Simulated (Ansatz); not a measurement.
# MnO: frozen-core PAW against all-electron methods

```
Mn O
1.0
     0.00000    2.40015    2.40015
     2.40015    0.00000    2.40015
     2.40015    2.40015    0.00000
Mn O
1 1
Cartesian
  0.0000 0.0000 0.0000
  1.2001 1.2001 1.2001
```

Atoms are numbered in the order listed.

The cell was built from the zincblende type and relaxed in the same program, and has space group F-43m; it needn't be a known or the stable phase.

Semilocal functionals without U often leave such compounds metallic or with too small a gap, and the real magnetic order may differ.

Other magnetic orders may lie lower; this is the state that the run reached.

Levels of theory: DFT, LDA, PAW with Ansatz's default frozen-core files, scalar-relativistic (Ansatz 0.2.0); DFT, LDA, all-electron LAPW, scalar-relativistic (Ansatz 0.2.0).

For PAW: a Γ-centred 14×14×14 k mesh, Fermi–Dirac smearing of 0.05 eV, cutoff 420 eV, spin-polarised from start moments Mn1 4 μB; the PAW files were made with PBE, and the program remakes their frozen cores for this functional. LAPW targets a basis error of 0.5 meV/atom. The Ansatz runs share mesh, smearing and spin set-up. Plane-wave (PAW) pressures include the program's estimate of the Pulay term.

Stress and pressure are positive in compression.

Levels count from the Fermi level.

```csv
quantity,PAW,LAPW
pressure (GPa),-10.77,-10.73
moment of the cell (μB),4.897,4.894
highest filled spin-up level at X (eV),-1.584,-1.581
lowest empty spin-up level at X (eV),3.865,3.872
highest filled spin-up level at U (eV),-1.174,-1.170
lowest empty spin-up level at U (eV),5.008,5.015
highest filled spin-up level at Γ (eV),-1.315,-1.312
lowest empty spin-up level at Γ (eV),0.172,0.175
```
